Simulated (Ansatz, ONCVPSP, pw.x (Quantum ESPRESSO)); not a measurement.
# From atom to crystal: ONCV potential for nitrogen

- Element: N
- Generator: ONCVPSP 4.0.1.1 (patched build)
- Type: optimised norm-conserving Vanderbilt (ONCV)
- Functional: PBE
- Relativity: scalar-relativistic
- Frozen core: [He]
- Valence charge: 5
- Reference configuration: 2s2 2p3
- Partial waves: 2s: rc 0.90 bohr, ncon 4, nbas 7, qcut 8.3 1/bohr, local; 2p: rc 2.50 bohr, ncon 4, nbas 8, qcut 6.3 1/bohr, 1 projector; d scattering state at 0.38 Ha: rc 2.70 bohr, ncon 5, nbas 9, qcut 3.8 1/bohr, 2 projectors, debl 0.5 Ha
- Local potential: the s channel
- Core correction: none

Atomic tests: cutoffs needed: 30 Ha and 57 Ha (the cutoffs (Ha) at which the residual kinetic energy of the hardest occupied pseudo-wave falls to 1 and 0.1 mHa per electron); ghost test: no bound ghost flagged; no localised positive-energy state flagged; largest excitation error: +3293 meV (all-electron minus pseudo) for 2s2 2p0, out of 4 test configurations.

Crystal test: bcc N in pw.x 7.5, no spin, 18³ k-points, Fermi–Dirac smearing 0.01 Ry, cutoffs 135/540 Ry. The reference is all-electron LAPW (Ansatz 0.2.0) with the same functional, mesh and smearing; V0 and B0 come from Birch–Murnaghan fits to the pressures at five volumes. Errors are pseudo minus all-electron; Δ is the rms difference of the E(V) curves that follow from these fits, minima aligned, over ±6 % about the mean V0. Mesh and smearing are coarse, so the numbers serve the comparison and aren't converged zero-temperature values; the lattice is a test structure that the element need not adopt. Spin polarisation is left out.

All-electron: a0 = 2.438 Å (V0 = 7.24 Å³/atom), B0 = 184.8 GPa.

How far does the potential miss the all-electron equation of state?

mean pressure error (GPa): +5.15; a0 (Å): 2.460; a0 error (%): +0.93; B0 error (%): -4.9; Δ (meV/atom): 8.0. The largest radius (2.70 bohr) exceeds half the bond length (2.00 bohr), so the spheres overlap, which is one possible source of error among others. This is a poor potential for the solid.

| V (Å³/atom) | P all-electron (GPa) | P pseudo (GPa) |
| --- | --- | --- |
| 6.885 | 10.40 | 16.12 |
| 7.066 | 4.82 | 10.24 |
| 7.247 | -0.09 | 5.04 |
| 7.428 | -4.43 | 0.43 |
| 7.609 | -8.24 | -3.64 |

At the middle volume, how do free energy and pressure move when the wave cutoff is lowered (ecutrho kept at four times it)?

| cutoff (Ry) | shift of F (meV/atom) | shift of P (GPa) |
| --- | --- | --- |
| 61 | +46.5 | -5.74 |
| 81 | +5.2 | -0.03 |
| 108 | +3.3 | -0.10 |

The run at the middle volume (195 k-points, 5 iterations) took about 35 s on one core of a shared host (Neoverse-N1, 64 threads, 124 GiB, load 56).
